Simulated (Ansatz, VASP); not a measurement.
**BeS in VASP and in Ansatz**

Contents of POSCAR:

```
BeS
1.0
    0.0000000000      2.2246053091      2.2246053091
    2.2246053091      0.0000000000      2.2246053091
    2.2246053091      2.2246053091      0.0000000000
Be S
1 1
Direct
    0.0000000000      0.0000000000      0.0000000000
    0.5000000000      0.5000000000      0.5000000000
```

The input INCAR.step1:

```
SYSTEM = BeS
ALGO     = Normal         ! electronic algorithm
EDIFF    = 1E-4           ! SCF threshold, eV
ENCUT    = 520            ! plane-wave cutoff, eV
GGA      = PE             ! functional
ISMEAR   = 0              ! smearing method
LASPH    = .True.         ! aspherical terms in the spheres
LCHARG   = .False.        ! write CHGCAR
LREAL    = .False.        ! projectors in reciprocal space
LWAVE    = .True.         ! write WAVECAR
NBANDS   = 11             ! bands
NELM     = 100            ! most SCF steps
PREC     = Accurate       ! precision mode
SIGMA    = 0.01           ! smearing width, eV
```

File INCAR.step2:

```
SYSTEM = BeS
ALGO     = Normal         ! electronic algorithm
EDIFF    = 1E-6           ! SCF threshold, eV
ENCUT    = 520            ! plane-wave cutoff, eV
ISIF     = 2              ! what is computed and relaxed
ISMEAR   = 0              ! smearing method
ISTART   = 1            
LASPH    = .True.         ! aspherical terms in the spheres
LCHARG   = .False.        ! write CHGCAR
LMIXTAU  = .True.       
LREAL    = .False.        ! projectors in reciprocal space
LWAVE    = .False.        ! write WAVECAR
METAGGA  = R2SCAN         ! meta-GGA
NBANDS   = 11             ! bands
NELM     = 100            ! most SCF steps
PREC     = Accurate       ! precision mode
SIGMA    = 0.01           ! smearing width, eV
```

Contents of KPOINTS:

```
k-points
0
Gamma
  10 10 10
  0 0 0
```

Input for Ansatz:

```yaml
crystal:
  lattice:
    - [0.0, 2.2246053091, 2.2246053091]
    - [2.2246053091, 0.0, 2.2246053091]
    - [2.2246053091, 2.2246053091, 0.0]
  atoms:
    - { symbol: Be, position: [0.0, 0.0, 0.0] }
    - { symbol: S, position: [0.5, 0.5, 0.5] }
kpoints:
  mp_grid: { grid: [10, 10, 10] }
  band_path:
    path:
      - [0.0, 0.0, 0.0]
      - [0.5, 0.0, 0.5]
      - [0.625, 0.25, 0.625]
      - [0.375, 0.375, 0.75]
      - [0.5, 0.5, 0.5]
      - [0.5, 0.25, 0.75]
      - [0.0, 0.148438, -0.148438]
      - [0.0, 0.5, 0.5]
    npoints: 1
hamiltonian:
  xc: r2scan
scf:
  occupations: { method: fixed }
  n_extra_bands: 4
output:
  forces: true
  stress: true
  eigenvalues: true
```

Change from the starting cell: hydrostatic strain -4.0%.

Alike in both runs: task single point; functional r2SCAN; k mesh 10 × 10 × 10; no spin polarisation.

```csv
,VASP,Ansatz
version,VASP 6.6.1,Ansatz 0.2.0
potentials or method,"VASP PAW PBE potentials, release 64 (Be, S)","plane waves, PAW"
plane-wave cutoff (eV),520,500
occupations,"gaussian, width 0.01 eV",fixed
valence electrons in the cell,8,8
```

|  | VASP | Ansatz | Ansatz less VASP |
| --- | --- | --- | --- |
| gap on the k mesh at the Fermi level (eV) | 1.43 | 1.43 | -0.005 |
| pressure (GPa) | 17.0 | 17.0 | +0.01 |

Caveats: so large a pressure means that the cell lies far from this level's equilibrium, or that cutoff or potentials fall short (VASP); the potentials were made for another functional, which shifts forces and pressure (VASP). A k mesh can miss the band edges.
